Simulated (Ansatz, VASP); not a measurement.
One calculation of Si3N4, two programs

```
Si N
1.0
    -3.23735    3.23735    3.23735
     3.23735   -3.23735    3.23735
     3.23735    3.23735   -3.23735
Si N
6 8
Direct
  0.25000 0.12500 0.87500
  0.87500 0.25000 0.12500
  0.75000 0.37500 0.62500
  0.62500 0.75000 0.37500
  0.12500 0.87500 0.25000
  0.37500 0.62500 0.75000
  0.56280 0.56280 0.56280
  0.43720 0.50000 0.00000
  0.50000 0.00000 0.93720
  0.00000 0.43720 0.50000
  0.93720 0.50000 0.00000
  0.06280 0.06280 0.06280
  0.00000 0.93720 0.50000
  0.50000 0.00000 0.43720
```

Measurements of this composition are mostly on another form, of space group No. 176.

Alike in both runs: task single point; functional PBE; k mesh 6 × 6 × 6; occupations gaussian, width 0.05 eV; no spin polarisation.

|  | VASP | Ansatz |
| --- | --- | --- |
| version | VASP 6.6.1 | Ansatz 0.2.0 |
| potentials or method | VASP PAW PBE potentials, release 64 (Si, N) | scalar-relativistic, plane waves, PAW |
| plane-wave cutoff (eV) | 520 | 500 |
| valence electrons in the cell | 64 | 64 |

```csv
,VASP,Ansatz,Ansatz less VASP
gap on the k mesh at the Fermi level (eV),4.07,4.07,+0.005
rms of the force components (eV/Å),0.007,0.009,+0.0023
```

Atom by atom the forces differ by 0.002 eV/Å (rms over components).

A k mesh can miss the band edges.
